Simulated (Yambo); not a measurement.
# GaP (F-43m) in Yambo: notebook, part 3 of 3

Yambo 5.3.0. Earlier steps stand in the parts before.

### 6 G0W0 quasiparticle levels, PBE

g0w00.in reads:

```
gw0
dyson
el_el_corr
rim_cut
HF_and_locXC
ppa
em1d
RandQpts= 1000000
RandGvec= 50 RL
EXXRLvcs= 80 Ry
VXCRLvcs= 80 Ry
Chimod= "HARTREE"
% BndsRnXp
 1 | 159 |
%
NGsBlkXp= 6 Ry
% LongDrXp
 1 | 1 | 1 |
%
PPAPntXp= 27.21138 eV
% GbndRnge
 1 | 159 |
%
GTermKind= "BG"
DysSolver= "n"
ExtendOut
% QPkrange
 1 | 1 | 8 | 11 |
 7 | 7 | 8 | 11 |
%
```

scf.in reads:

```
&CONTROL
  calculation = 'scf'
  prefix = 'pwscf'
  outdir = './tmp'
  pseudo_dir = './pseudo'
/
&SYSTEM
  ibrav = 0
  nat = 2
  ntyp = 2
  ecutwfc = 80
  nbnd = 15
  occupations = 'smearing'
  smearing = 'fd'
  degauss = 0.00367493
  force_symmorphic = .true.
/
&ELECTRONS
  conv_thr = 4d-10
  electron_maxstep = 120
  mixing_beta = 0.5
/
ATOMIC_SPECIES
Ga    69.7230 Ga.upf
P     30.9738 P.upf
CELL_PARAMETERS angstrom
   0.0000000000    2.7252500000    2.7252500000
   2.7252500000    0.0000000000    2.7252500000
   2.7252500000    2.7252500000    0.0000000000
ATOMIC_POSITIONS crystal
Ga     0.0000000000    0.0000000000    0.0000000000
P      0.7500000000    0.7500000000    0.7500000000
K_POINTS automatic
8 8 8 0 0 0
```

nscf.in reads:

```
&CONTROL
  calculation = 'nscf'
  prefix = 'pwscf'
  outdir = './tmp'
  pseudo_dir = './pseudo'
/
&SYSTEM
  ibrav = 0
  nat = 2
  ntyp = 2
  ecutwfc = 80
  nbnd = 159
  occupations = 'fixed'
  force_symmorphic = .true.
/
&ELECTRONS
  conv_thr = 1d-08
  diago_full_acc = .true.
  diago_thr_init = 1d-06
/
ATOMIC_SPECIES
Ga    69.7230 Ga.upf
P     30.9738 P.upf
CELL_PARAMETERS angstrom
   0.0000000000    2.7252500000    2.7252500000
   2.7252500000    0.0000000000    2.7252500000
   2.7252500000    2.7252500000    0.0000000000
ATOMIC_POSITIONS crystal
Ga     0.0000000000    0.0000000000    0.0000000000
P      0.7500000000    0.7500000000    0.7500000000
K_POINTS automatic
4 4 4 0 0 0
```

Potentials or basis: PseudoDojo 0.4.1 SR PBE standard.

The run is started by

```
$ OMP_NUM_THREADS=1 pw.x -in scf.in > scf.out
$ OMP_NUM_THREADS=1 pw.x -in nscf.in > nscf.out
$ cd tmp/pwscf.save; p2y; mv SAVE ../..; cd ../..
$ OMP_NUM_THREADS=1 yambo
$ OMP_NUM_THREADS=1 yambo -F g0w00.in -J g0w00 -C g0w00_out
```

Yambo's report:

```text
[... sections 02.01 to 02.04 as in the set-up run ...]

  [02.05] Energies & Occupations
  ==============================

  [X] === General ===
  [X] Electronic Temperature                        :  0.000000  0.000000 [eV K]
  [X] Bosonic    Temperature                        :  0.000000  0.000000 [eV K]
  [X] Finite Temperature mode                       : no
  [X] El. density                                   :  0.44466E+24 [cm-3]
  [X] Fermi Level                                   :  7.613019 [eV]

  [X] === Gaps and Widths ===
  [X] Conduction Band Min                           :  1.656416 [eV]
  [X] Valence Band Max                              :  0.000000 [eV]
  [X] Filled Bands                                  :   9
  [X] Empty Bands                                   :   10  159
  [X] Direct Gap                                    :  1.818271 [eV]
  [X] Direct Gap localized at k                     :  1
  [X] Indirect Gap                                  :  1.656416 [eV]
  [X] Indirect Gap between kpts                     :   1   7
  [X] Last valence band width                       :  3.417241 [eV]
  [X] 1st conduction band width                     :  3.047778 [eV]

 [03] Transferred momenta grid and indexing
 ==========================================

 IBZ Q-points                                      :   8
 BZ  Q-points                                      :   64

 K/Q-points units:
 rlu = crystal or reduced units; cc = cartesian coordinates; iku = interal k-units

 Q [1]          [rlu]:  0.000000  0.000000  0.000000
 Q [2]          [rlu]: -0.25926E-17 -0.25926E-17  0.25000
 Q [3]          [rlu]:  0.51853E-17  0.51853E-17 -0.50000
 Q [4]          [rlu]: -0.17252E-17  0.25000      0.25000
 Q [5]          [rlu]: -0.21476E-16  0.25000      0.50000
 Q [6]          [rlu]:  0.51853E-17  0.25000     -0.25000
 Q [7]          [rlu]:  0.34504E-17 -0.50000     -0.50000
 Q [8]          [rlu]:  0.250000 -0.500000 -0.250000

 [04] Coloumb potential Random Integration (RIM)
 ===============================================

  [04.01] RIM initialization
  ==========================

  * Diagonal components only detected *

  8 x (sBL volume)        :  0.113502 [a.u.]
  sBZ random points       :  1000000
  Points outside the sBZ  :   7996195
  RL volume               :  0.908017 [a.u.]
  Integrated volume       :  0.908449 [a.u.]

  [04.02] RIM integrals
  =====================

  Gamma point sphere radius             :  0.087825 [a.u.]
  Points outside the sphere             :   799659
  [Int_sBZ(q=0) 1/q^2]*(Vol_sBZ)^(-1/3) =:  7.764404
                                 should be <:  7.795600
  [WR./g0w00//ndb.RIM]------------------------------------------------------------
   Brillouin Zone Q/K grids (IBZ/BZ)                :    8   64    8   64
   Coulomb cutoff potential                         : none
   Coulombian RL components                         :   51
   Coulombian diagonal components                   : yes
   RIM random points                                :  1000000
   RIM  RL volume             [a.u.]                :  0.908449
   Real RL volume             [a.u.]                :  0.908017
   Eps^-1 reference component                       : 0
   Eps^-1 components                                :  0.000000  0.000000  0.000000
   RIM anysotropy factor                            :  0.000000

  Summary of Coulomb integrals for non-metallic bands |Q|[au] RIM/Bare

  Q [1] 0.100000E-4 0.995998 * Q [2] 0.264147 1.064319
  Q [4] 0.305010 1.063520 * Q [6] 0.431350 1.026772
  Q [5] 0.505803 1.019084 * Q [3] 0.528294 1.017314
  Q [7] 0.610021 1.013697 * Q [8] 0.682024 1.010592

 [05] Dipoles
 ============
[... 89 lines left out ...]
  Exchange summation bands                         :   9
  RIM RL components                                :   51
  RIM random points                                :  1000000

 [xc] E_xc :  -10.86959 [Ha]
      E_xc :  -21.73917 [Ry]

  Local XC kind (lXC) : Perdew, Burke & Ernzerhof(X)+Perdew, Burke & Ernzerhof(C)
  Non-Local XC kind (nlXC) : Hartree-Fock

  Corrections @ K [1] :  [eV]
 <8|nlXC|8> = -14.57947 -0.67254E-17 <8|lXC|8> = -12.77940  0.000000
 <9|nlXC|9> = -14.57947 -0.13180E-16 <9|lXC|9> = -12.77940  0.000000
 <10|nlXC|10> = -7.997495  0.79631E-17 <10|lXC|10> = -12.36595 -0.75527E-15
 <11|nlXC|11> = -6.859283 -0.18966E-17 <11|lXC|11> = -10.74385  0.000000

  Corrections @ K [7] :  [eV]
 <8|nlXC|8> = -14.63249 -0.15930E-16 <8|lXC|8> = -11.42963 -0.18882E-15
 <9|nlXC|9> = -14.63247  0.67408E-17 <9|lXC|9> = -11.42963  0.000000
 <10|nlXC|10> = -5.580123 -0.59040E-18 <10|lXC|10> = -9.550477  0.23602E-16
 <11|nlXC|11> = -6.473604 -0.93615E-17 <11|lXC|11> = -10.60277 -0.61956E-16

 [08] Dyson equation: Newton solver
 ==================================

 [WARNING] Response block size in GW reduced to 89      RL (3535    mHa)

  [08.01] G0W0 (W PPA)
  ====================

  [  GW  ] Bands range     :    1  159
  [GW/PPA] G damping       :  0.100000 [eV]

  QP @ state[ 1 ] K range:  1  1
  QP @ state[ 1 ] b range:   8  11
  QP @ state[ 2 ] K range:   7   7
  QP @ state[ 2 ] b range:   8  11
[... 19 lines left out ...]
   :: Time ordering fails/rest    :  0.500103
   :: Mean rel dev of PP cond     :  0.386074
   Current Q-pt index             :   6
   :: PP condition fails/total    :  0.382780
   :: Time ordering fails/rest    :  0.501739
   :: Mean rel dev of PP cond     :  0.382797
   Current Q-pt index             :   7
   :: PP condition fails/total    :  0.409544
   :: Time ordering fails/rest    :  0.500107
   :: Mean rel dev of PP cond     :  0.409564
   Current Q-pt index             :   8
   :: PP condition fails/total    :  0.378740
   :: Time ordering fails/rest    :  0.501321
   :: Mean rel dev of PP cond     :  0.378770

  [08.02] QP properties and I/O
  =============================

  Legend (energies in eV)
  - B  : Band       - Eo  : bare energy
  - E  : QP energy  - Z   : Renormalization factor
  - So : Sc(Eo)     - S   : Sc(E)
  - dSp: Sc derivative precision

  - lXC: Local XC (Perdew, Burke & Ernzerhof(X)+Perdew, Burke & Ernzerhof(C))
  -nlXC: non-Local XC (Hartree-Fock)

  QP [eV] @ K [1] (iku):  0.000000  0.000000  0.000000
   B=8 Eo= -0.00 E= -0.57 E-Eo= -0.57 Re(Z)=0.79 Im(Z)=-0.135545E-2 nlXC= -14.5795 lXC= -12.7794 So=  1.08120
   B=9 Eo=  0.00 E= -0.57 E-Eo= -0.57 Re(Z)=0.79 Im(Z)=-0.135545E-2 nlXC= -14.5795 lXC= -12.7794 So=  1.07942
   B=10 Eo=  1.82 E=  1.88 E-Eo=  0.07 Re(Z)=0.79 Im(Z)=-0.133848E-2 nlXC= -7.99749 lXC= -12.3659 So= -4.28581
   B=11 Eo=  3.89 E=  3.68 E-Eo= -0.21 Re(Z)=0.80 Im(Z)=-0.138525E-2 nlXC= -6.85928 lXC= -10.7439 So= -4.15092

  QP [eV] @ K [7] (iku): -0.500000  0.000000  0.000000
   B=8 Eo= -2.68 E= -3.61 E-Eo= -0.93 Re(Z)=0.78 Im(Z)=-0.151312E-2 nlXC= -14.6325 lXC= -11.4296 So=  2.00901
   B=9 Eo= -2.68 E= -3.61 E-Eo= -0.93 Re(Z)=0.78 Im(Z)=-0.151308E-2 nlXC= -14.6325 lXC= -11.4296 So=  2.00485
   B=10 Eo=  1.66 E=  1.75 E-Eo=  0.09 Re(Z)=0.81 Im(Z)=-0.129178E-2 nlXC= -5.58012 lXC= -9.55048 So= -3.86009
   B=11 Eo=  1.83 E=  1.94 E-Eo=  0.11 Re(Z)=0.80 Im(Z)=-0.132334E-2 nlXC= -6.47360 lXC= -10.6028 So= -3.98938

  [WR./g0w00//ndb.QP]-------------------------------------------------------------
   Lattice constants                                :  5.149976  5.149976  5.149976
   Coulomb cutoff potential                         : none
   Electronic Temperature                           :  0.000000 [K]
   Bosonic    Temperature                           :  0.000000 [K]
   Green`s function   energies                      : Perdew, Burke & Ernzerhof(X)+Perdew, Burke & Ernzerhof(C)
   wavefunctions                                    : Perdew, Burke & Ernzerhof(X)+Perdew, Burke & Ernzerhof(C)
   PPA    diel. fun.  energies                      : Perdew, Burke & Ernzerhof(X)+Perdew, Burke & Ernzerhof(C)
   wavefunctions                                    : Perdew, Burke & Ernzerhof(X)+Perdew, Burke & Ernzerhof(C)
   QP tot states                                    :   8
   GW solver                                        : Newton
   GW approximation                                 : PPA
   PPA imaginary Energy                             :  27.21138 ev
   RIM G`s                                          :   51
   RIM random pts                                   :  1000000
   dS/dw steps                                      :  2
   dS/dw step                                       :  0.100000 ev
   X G`s                                            :   89 used
   X G`s                                            :   89 disk
   X bands                                          :    1  159
   X poles                                          :  100.0000 o/o
   X e/h E range                                    : -1.000000 -1.000000 ev
   X Hxc Kernel                                     : HARTREE
   X BZ energy Double Grid                          : no
   X Optical Averaged directions                    : none
   Sc/G bands                                       :    1  159
   Sc/G damping                                     :  0.100000 ev
   Sc bands terminator                              : yes
   Sc terminator kind                               : BG
   Sc Terminator pole                               :  40.81708
   Sx RL components                                 :   3383

   QP @ state[ 1 ] K range                          :  1  1
   QP @ state[ 1 ] b range                          :   8  11
   QP @ state[ 2 ] K range                          :   7   7
   QP @ state[ 2 ] b range                          :   8  11
   GF energies kind                                 : Perdew, Burke & Ernzerhof(X)+Perdew, Burke & Ernzerhof(C)
   GF WF`s kind                                     : Perdew, Burke & Ernzerhof(X)+Perdew, Burke & Ernzerhof(C)
   Xs energies kind                                 : Perdew, Burke & Ernzerhof(X)+Perdew, Burke & Ernzerhof(C)
   Xs WF`s kind                                     : Perdew, Burke & Ernzerhof(X)+Perdew, Burke & Ernzerhof(C)
```

Wall time 1.9 min (1 thread of AMD EPYC 9R45 (Zen 5), shared host); peak memory 0.53 GiB.

Results:

```yaml
Band_gap_on_the_k_mesh_mean-field_level: 1.66 eV, indirect (least direct gap 1.82 eV)
Quasiparticle_gap: 2.30 eV
Least_direct_quasiparticle_gap: 2.45 eV
Quasiparticle_gap_at_Γ: 2.45 eV
Band_gap_of_the_same_states_before_the_correction: 1.64 eV
```

Quasiparticle terms (eV):
```tsv
k point	band	Kohn-Sham level	Vxc	Σx	Σc	Z	result
(0.000, 0.000, 0.000)	8	0.00	-12.78	-14.58	1.08	0.79	-0.57
(0.000, 0.000, 0.000)	9	0.00	-12.78	-14.58	1.08	0.79	-0.57
(0.000, 0.000, 0.000)	10	1.82	-12.37	-8.00	-4.29	0.79	1.88
(0.000, 0.000, 0.000)	11	3.89	-10.74	-6.86	-4.15	0.80	3.68
(0.000, -0.500, -0.500)	8	-2.68	-11.43	-14.63	2.01	0.78	-3.61
(0.000, -0.500, -0.500)	9	-2.68	-11.43	-14.63	2.00	0.78	-3.61
(0.000, -0.500, -0.500)	10	1.66	-9.55	-5.58	-3.86	0.81	1.75
(0.000, -0.500, -0.500)	11	1.83	-10.60	-6.47	-3.99	0.80	1.94
```

Caveat: the k mesh is coarse (spacing up to 0.50 Å⁻¹), so the values aren't converged; the potentials hold a filled d shell without the s and p states of that shell, which can shift GW gaps by tenths of an eV, either way; this version prints the column dSc/dw multiplied by 27.2; the terminator is approximate in this version, by hundredths of an eV; the quasiparticle gap listed is the Kohn-Sham gap on the denser mesh of the self-consistent run plus the correction found on the GW mesh, so it differs from the gap in the log.

### 7 The runs side by side

```csv
task,k mesh,k mesh of the self-consistent run,direction of the field or of q to 0,kernel,top of the energy range,energy points,mesh quality,gap on the mesh (eV)
optical spectrum,12 × 12 × 12,12 × 12 × 12,x,adiabatic LDA,20 eV,200,not flagged,1.60
optical spectrum,12 × 12 × 12,12 × 12 × 12,x,long-range correction,20 eV,200,not flagged,1.60
optical spectrum by the Bethe-Salpeter equation,12 × 12 × 12,12 × 12 × 12,x,Hartree (RPA with local fields),20 eV,200,not flagged,-
optical spectrum by the Bethe-Salpeter equation,12 × 12 × 12,12 × 12 × 12,x,screened exchange,20 eV,200,not flagged,-
G0W0 quasiparticle levels,4 × 4 × 4,8 × 8 × 8,x + y + z,-,-,-,coarse,-
```

Alike in all rows: level PBE; potentials or basis PseudoDojo 0.4.1 SR PBE standard; no spin polarisation; cell as given; cutoff (eV) 1088; smearing fixed.

Caveats: some runs use coarse meshes; the mesh is thin for optics, so peaks and dielectric constants aren't converged (some runs); the LDA kernel is used on GGA states, which is inconsistent by a few percent (some runs); these spectra lack excitons (some runs); the long-range kernel's strength is typed, not fitted to the crystal's screening (some runs); independent-particle spectra lack excitons (some runs); the transitions start from uncorrected Kohn-Sham levels, so peaks lie too low (some runs); exciton energies and binding change strongly with the k mesh and aren't converged on this one (some runs).

Total energies depend on the potentials used, so only differences within one code and one set of settings carry meaning.

### 8 How close it comes

Step 2. A measured gap of GaP is 2.34 eV (indirect; 10 K; quoted in “Stacking defects in GaP nanowires: Electronic structure and optical properties”, 2018, arxiv:1810.01194); the calculated 1.60 eV misses it by -0.74 eV. Spin-orbit coupling on Ga is left out. The value is that of PBE on a finite k mesh, which can miss the band edges, without temperature or zero-point motion. Semilocal functionals fall short of measured gaps as a rule.

Step 3. Against the measured gap of GaP, 2.34 eV (indirect; 10 K; quoted in “Stacking defects in GaP nanowires: Electronic structure and optical properties”, 2018, arxiv:1810.01194), the calculated 1.60 eV is off by -0.74 eV. Spin-orbit coupling on Ga is left out. The value is that of PBE on a finite k mesh, which can miss the band edges, without temperature or zero-point motion. Semilocal functionals fall short of measured gaps as a rule.

Step 4. Against the measured gap of GaP, 2.34 eV (indirect; 10 K; quoted in “Stacking defects in GaP nanowires: Electronic structure and optical properties”, 2018, arxiv:1810.01194), the calculated 1.60 eV is off by -0.74 eV. Spin-orbit coupling on Ga is left out. The value is that of PBE on a finite k mesh, which can miss the band edges, without temperature or zero-point motion. Semilocal functionals fall short of measured gaps as a rule.

Step 5. A measured gap of GaP is 2.34 eV (indirect; 10 K; quoted in “Stacking defects in GaP nanowires: Electronic structure and optical properties”, 2018, arxiv:1810.01194); the calculated 1.60 eV misses it by -0.74 eV. Spin-orbit coupling on Ga is left out. The value is that of PBE on a finite k mesh, which can miss the band edges, without temperature or zero-point motion. Semilocal functionals fall short of measured gaps as a rule.
